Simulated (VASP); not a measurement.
# Pt: drag along a line

Pt, slab, 13 atoms in the cell. PBE, constrained relaxations along a path; PAW potentials Pt (PBE set).

Path: drag along a line, Pt hops from a hollow site to the next hollow site of Pt(100).

## Input

INCAR:
```
SYSTEM = Pt
ALGO = Normal ; EDIFF = 1E-6
EDIFFG = -0.03 ; ENCUT = 250
IBRION = 2 ; ISIF = 2
ISMEAR = 1 ; KPAR = 2
LASPH = .TRUE. ; LCHARG = .FALSE.
LREAL = .FALSE. ; LWAVE = .FALSE.
NELM = 100 ; NSW = 60
POTIM = 0.5 ; PREC = Normal
SIGMA = 0.1
```

KPOINTS:
```
k-points
0
Gamma
  3 3 1
```

POSCAR.step1:
```
Pt
1.0
    6.3368800000      0.0000000000      0.0000000000
    0.0000000000      6.3368800000      0.0000000000
    0.0000000000      0.0000000000     18.3384400000
Pt
13
Selective dynamics
Direct
    0.0000000000      0.0000000000      0.3271815923  F F F
    0.5000000000      0.0000000000      0.3271815923  F F F
    0.0000000000      0.5000000000      0.3271815923  F F F
    0.5000000000      0.5000000000      0.3271815923  F F F
    0.2500000000      0.2500000000      0.4135695294  T T T
    0.7500000000      0.2500000000      0.4135695294  T T T
    0.2500000000      0.7500000000      0.4135695294  T T T
    0.7500000000      0.7500000000      0.4135695294  T T T
    0.0000000000      0.0000000000      0.4999574664  T T T
    0.5000000000      0.0000000000      0.4999574664  T T T
    0.0000000000      0.5000000000      0.4999574664  T T T
    0.5000000000      0.5000000000      0.4999574664  T T T
    0.2500000000      0.2500000000      0.5787139213  F T T
```

POSCAR.step2:
```
Pt
1.0
    6.3368800000      0.0000000000      0.0000000000
    0.0000000000      6.3368800000      0.0000000000
    0.0000000000      0.0000000000     18.3384400000
Pt
13
Selective dynamics
Direct
    0.0000000000      0.0000000000      0.3271815923  F F F
    0.5000000000      0.0000000000      0.3271815923  F F F
    0.0000000000      0.5000000000      0.3271815923  F F F
    0.5000000000      0.5000000000      0.3271815923  F F F
    0.2500000000      0.2500000000      0.4135695294  T T T
    0.7500000000      0.2500000000      0.4135695294  T T T
    0.2500000000      0.7500000000      0.4135695294  T T T
    0.7500000000      0.7500000000      0.4135695294  T T T
    0.0000000000      0.0000000000      0.4999574664  T T T
    0.5000000000      0.0000000000      0.4999574664  T T T
    0.0000000000      0.5000000000      0.4999574664  T T T
    0.5000000000      0.5000000000      0.4999574664  T T T
    0.1500000000      0.2500000000      0.5787139213  F T T
```

POSCAR.step3:
```
Pt
1.0
    6.3368800000      0.0000000000      0.0000000000
    0.0000000000      6.3368800000      0.0000000000
    0.0000000000      0.0000000000     18.3384400000
Pt
13
Selective dynamics
Direct
    0.0000000000      0.0000000000      0.3271815923  F F F
    0.5000000000      0.0000000000      0.3271815923  F F F
    0.0000000000      0.5000000000      0.3271815923  F F F
    0.5000000000      0.5000000000      0.3271815923  F F F
    0.2500000000      0.2500000000      0.4135695294  T T T
    0.7500000000      0.2500000000      0.4135695294  T T T
    0.2500000000      0.7500000000      0.4135695294  T T T
    0.7500000000      0.7500000000      0.4135695294  T T T
    0.0000000000      0.0000000000      0.4999574664  T T T
    0.5000000000      0.0000000000      0.4999574664  T T T
    0.0000000000      0.5000000000      0.4999574664  T T T
    0.5000000000      0.5000000000      0.4999574664  T T T
    0.0750000000      0.2500000000      0.5787139213  F T T
```

POSCAR.step4:
```
Pt
1.0
    6.3368800000      0.0000000000      0.0000000000
    0.0000000000      6.3368800000      0.0000000000
    0.0000000000      0.0000000000     18.3384400000
Pt
13
Selective dynamics
Direct
    0.0000000000      0.0000000000      0.3271815923  F F F
    0.5000000000      0.0000000000      0.3271815923  F F F
    0.0000000000      0.5000000000      0.3271815923  F F F
    0.5000000000      0.5000000000      0.3271815923  F F F
    0.2500000000      0.2500000000      0.4135695294  T T T
    0.7500000000      0.2500000000      0.4135695294  T T T
    0.2500000000      0.7500000000      0.4135695294  T T T
    0.7500000000      0.7500000000      0.4135695294  T T T
    0.0000000000      0.0000000000      0.4999574664  T T T
    0.5000000000      0.0000000000      0.4999574664  T T T
    0.0000000000      0.5000000000      0.4999574664  T T T
    0.5000000000      0.5000000000      0.4999574664  T T T
    0.0000000000      0.2500000000      0.5787139213  F T T
```

POSCAR.step5:
```
Pt
1.0
    6.3368800000      0.0000000000      0.0000000000
    0.0000000000      6.3368800000      0.0000000000
    0.0000000000      0.0000000000     18.3384400000
Pt
13
Selective dynamics
Direct
    0.0000000000      0.0000000000      0.3271815923  F F F
    0.5000000000      0.0000000000      0.3271815923  F F F
    0.0000000000      0.5000000000      0.3271815923  F F F
    0.5000000000      0.5000000000      0.3271815923  F F F
    0.2500000000      0.2500000000      0.4135695294  T T T
    0.7500000000      0.2500000000      0.4135695294  T T T
    0.2500000000      0.7500000000      0.4135695294  T T T
    0.7500000000      0.7500000000      0.4135695294  T T T
    0.0000000000      0.0000000000      0.4999574664  T T T
    0.5000000000      0.0000000000      0.4999574664  T T T
    0.0000000000      0.5000000000      0.4999574664  T T T
    0.5000000000      0.5000000000      0.4999574664  T T T
   -0.0750000000      0.2500000000      0.5787139213  F T T
```

POSCAR.step6:
```
Pt
1.0
    6.3368800000      0.0000000000      0.0000000000
    0.0000000000      6.3368800000      0.0000000000
    0.0000000000      0.0000000000     18.3384400000
Pt
13
Selective dynamics
Direct
    0.0000000000      0.0000000000      0.3271815923  F F F
    0.5000000000      0.0000000000      0.3271815923  F F F
    0.0000000000      0.5000000000      0.3271815923  F F F
    0.5000000000      0.5000000000      0.3271815923  F F F
    0.2500000000      0.2500000000      0.4135695294  T T T
    0.7500000000      0.2500000000      0.4135695294  T T T
    0.2500000000      0.7500000000      0.4135695294  T T T
    0.7500000000      0.7500000000      0.4135695294  T T T
    0.0000000000      0.0000000000      0.4999574664  T T T
    0.5000000000      0.0000000000      0.4999574664  T T T
    0.0000000000      0.5000000000      0.4999574664  T T T
    0.5000000000      0.5000000000      0.4999574664  T T T
   -0.1500000000      0.2500000000      0.5787139213  F T T
```

POSCAR.step7:
```
Pt
1.0
    6.3368800000      0.0000000000      0.0000000000
    0.0000000000      6.3368800000      0.0000000000
    0.0000000000      0.0000000000     18.3384400000
Pt
13
Selective dynamics
Direct
    0.0000000000      0.0000000000      0.3271815923  F F F
    0.5000000000      0.0000000000      0.3271815923  F F F
    0.0000000000      0.5000000000      0.3271815923  F F F
    0.5000000000      0.5000000000      0.3271815923  F F F
    0.2500000000      0.2500000000      0.4135695294  T T T
    0.7500000000      0.2500000000      0.4135695294  T T T
    0.2500000000      0.7500000000      0.4135695294  T T T
    0.7500000000      0.7500000000      0.4135695294  T T T
    0.0000000000      0.0000000000      0.4999574664  T T T
    0.5000000000      0.0000000000      0.4999574664  T T T
    0.0000000000      0.5000000000      0.4999574664  T T T
    0.5000000000      0.5000000000      0.4999574664  T T T
   -0.2500000000      0.2500000000      0.5787139213  F T T
```

Commands (each step's output is kept before the next begins):
```
cat potpaw_PBE.64/Pt/POTCAR > POTCAR
cp POSCAR.step1 POSCAR
mpirun -np 4 vasp_std > vasp.out
cp POSCAR.step2 POSCAR
mpirun -np 4 vasp_std > vasp.out
cp POSCAR.step3 POSCAR
mpirun -np 4 vasp_std > vasp.out
cp POSCAR.step4 POSCAR
mpirun -np 4 vasp_std > vasp.out
cp POSCAR.step5 POSCAR
mpirun -np 4 vasp_std > vasp.out
cp POSCAR.step6 POSCAR
mpirun -np 4 vasp_std > vasp.out
cp POSCAR.step7 POSCAR
mpirun -np 4 vasp_std > vasp.out
```

## Result

- Barrier (eV): 1.299
- Ionic steps, all stages: 216
- Electronic steps, all stages: 2672

Energy along the pull:

| Share of the way | Energy above the start (eV) |
|---|---|
| 0 | 0.000 |
| 0.2 | 0.354 |
| 0.35 | 0.923 |
| 0.5 | 1.299 |
| 0.65 | 0.923 |
| 0.8 | 0.354 |
| 1 | 0.000 |

The slab is body-centred cubic Pt(100), which isn't the element's stable structure, in-plane cell 6.34 × 6.34 Å, with 3 × 3 k points.

Limits: the adatom repeats in each 2 x 2 surface cell, and the slab has three layers.

VASP 6.6.1 took 2316 s on 4 cores (Intel Xeon 6975P-C (Granite Rapids)), a shared host.
